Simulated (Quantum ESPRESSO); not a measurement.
PbSe (Clausthalite) in Quantum ESPRESSO: the effect of functional

The system is PbSe (Clausthalite).

```
Pb Se
1.0
     0.00000    3.06065    3.06065
     3.06065    0.00000    3.06065
     3.06065    3.06065    0.00000
Pb Se
1 1
Direct
  0.00000 0.00000 0.00000
  0.50000 0.50000 0.50000
```

Alike in all runs:

- Program: Quantum ESPRESSO 7.5
- Task: band structure
- Potentials or basis: SG15 PBE 1.2
- Cutoff: 952 eV
- Density cutoff: 3810 eV
- k mesh: 8 × 8 × 8
- Occupations: fermi-dirac, width 0.05 eV
- Spin: no spin polarisation

```csv
functional,gap on the mesh (eV),pressure (GPa)
LDA,0.06,-1.7
PBEsol,0.14,-0.2
RPBE,?,?
AM05,0.19,0.3
HLE16,1.28,-3.3
WC,0.14,-0.2
rev-vdW-DF2,0.23,1.4
```

Q: What does the run with functional RPBE give?

A: gap on the mesh 0.40 eV; pressure 4.2 GPa.

Caveats: the potentials were made for another functional, which shifts forces and pressure; spin-orbit coupling is left out, which as a rule narrows the gap of such compounds by several tenths of an eV; the potentials were made for a functional far from this one (some runs).

Runs at the PBE level aren't shown here.
